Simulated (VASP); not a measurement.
Wanted: the native input for a VASP 6.6.1 run.

| Property | Result |
| --- | --- |
| Task | single point |
| Functional | PBEsol |
| Potentials or basis | VASP PAW PBE potentials, release 64 (Mn_pv, S) |
| Cutoff | 520 eV |
| k mesh | 7 × 7 × 4 |
| Occupations | gaussian, width 0.05 eV |
| Spin | collinear spin, ferromagnetic start |
| Starting moments | [4.0, 4.0, 0.0, 0.0] μB |
| Hubbard terms | Mn d U = 4 eV |
| Further INCAR settings | ALGO = Fast; EDIFF = 1e-06 |

The structure of MnS lies in POSCAR:

```
MnS
1.0
    0.0000000000      2.8000000000      2.8000000000
    2.8000000000      0.0000000000      2.8000000000
    5.6000000000      5.6000000000      0.0000000000
Mn S
2 2
Direct
    0.0000000000      0.0000000000      0.0000000000
    0.0000000000      0.0000000000      0.5000000000
    0.7500000000      0.7500000000      0.3750000000
    0.7500000000      0.7500000000      0.8750000000
```

One way to write it, as run:

INCAR

```
SYSTEM = MnS
ALGO = Fast
EDIFF = 1E-6
ENCUT = 520
GGA = PS
ISIF = 2
ISMEAR = 0
ISPIN = 2
LASPH = .True.
LCHARG = .True.
LDAU = .True.
LDAUJ = 0 0
LDAUL = 2 -1
LDAUPRINT = 1
LDAUTYPE = 2
LDAUU = 4 0
LELF = .True.
LMAXMIX = 4
LORBIT = 11
LREAL = .False.
LVHAR = .True.
LWAVE = .False.
MAGMOM = 4 4 0 0
NELM = 100
PREC = Accurate
SIGMA = 0.05
```

KPOINTS

```
k-points
0
Gamma
  7 7 4
  0 0 0
```

Potentials or basis: VASP PAW PBE potentials, release 64 (Mn_pv, S).

Command:

```sh
$ cat potpaw_PBE.64/Mn_pv/POTCAR potpaw_PBE.64/S/POTCAR > POTCAR
$ mpirun -np 1 vasp_std > vasp.out
```

It gave:

| Quantity | Value |
| --- | --- |
| Pressure | 2.5 GPa |
| Band gap on the k mesh | 1.09 eV |
| Net moment | 10.00 μB per cell |
| Site moments | Mn +4.57; S +0.03 μB |
| Valence electrons inside the program's atomic spheres | Mn 11.37; S 3.77 |

Caveat: the PAW data sets were made with another functional, which shifts forces and pressure a little; an odd mesh through Γ misses points on the zone boundary, where band edges often lie; only a ferromagnetic start was run, and an antiferromagnetic order may lie lower in energy.

Wall time 4.7 min on 1 thread of Intel(R) Xeon(R) Platinum 8488C (Sapphire Rapids), with other jobs on the host, peak memory 0.38 GiB.
